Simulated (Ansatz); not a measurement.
# KF: the crystal squeezed far

One table from this session's results is given with a row withheld; the runs are named, their logs left out.

Computed with Ansatz 0.2.0 (DFT, PBEsol, PAW with Ansatz's default frozen-core files, scalar-relativistic, unless a step's input says otherwise).

### The structure to begin with

It takes space group Fm-3m (No. 225, cubic). Conventional cell: a = 5.309 Å, b = 5.309 Å, c = 5.309 Å, α = 90.00°, β = 90.00°, γ = 90.00°. K (site symmetry m-3m) is surrounded by 6 F at 2.65 Å. F (site symmetry m-3m) has 6 K at 2.65 Å as nearest neighbours.

As a file:

```
K F
1.0
     0.00000    2.65441    2.65441
     2.65441    0.00000    2.65441
     2.65441    2.65441    0.00000
K F
1 1
Direct
  0.00000 0.00000 0.00000
  0.50000 0.50000 0.50000
```

Whether this phase is the stable one at these pressures isn't tested.

Atoms are numbered in the order of the input: K1, F2.

The first run:

Input file input.yaml:

```yaml
crystal:
  lattice:
    - [0.0, 2.654413405, 2.654413405]
    - [2.654413405, 0.0, 2.654413405]
    - [2.654413405, 2.654413405, 0.0]
  atoms:
    - { symbol: K, position: [0.0, 0.0, 0.0] }
    - { symbol: F, position: [0.5, 0.5, 0.5] }
kpoints:
  mp_grid: { grid: [9, 9, 9] }
scf:
  occupations: { method: fermi_dirac, width: 0.03 }
hamiltonian:
  xc: pbesol
  pseudopotentials: { kind: paw }
output:
  forces: true
  stress: true
relax:
  f_tol: 0.01
  max_steps: 30
```

Started as:

```console
$ ansatz run input.yaml --threads 1 --pin off --max-ram 2048MiB --backend cpu --events-out ev --progress --plain --runs-dir out
```

Among the steps run: Atoms relaxed at the given volume, PAW; Volume scaled by 1, PAW; Atoms relaxed at 0.8 of the volume, PAW; Volume scaled by 0.8, PAW; Atoms relaxed at 0.7 of the volume, PAW; Volume scaled by 0.7, PAW; Atoms relaxed at 0.5 of the volume, PAW; Volume scaled by 0.5, PAW.

One table of the session follows, with a row left open; its other results are not shown here.

```
method  volume over the first  volume (Å³/atom)  pressure (GPa)  gap (eV)
   PAW                      1            18.703           -0.05      6.15
   PAW                    0.8            14.962           12.81      7.41
   PAW                    0.7            13.092           28.67      7.72
   PAW                    0.5                 ?               ?         ?
```

**Question.** Estimate the row for PAW, 0.5.

As computed: volume (Å³/atom): 9.351; pressure (GPa): 128.34; gap (eV): 5.63. In the column «volume (Å³/atom)» it is the lowest.

To keep in mind: Warnings in the runs' records: stress scf threshold loose.
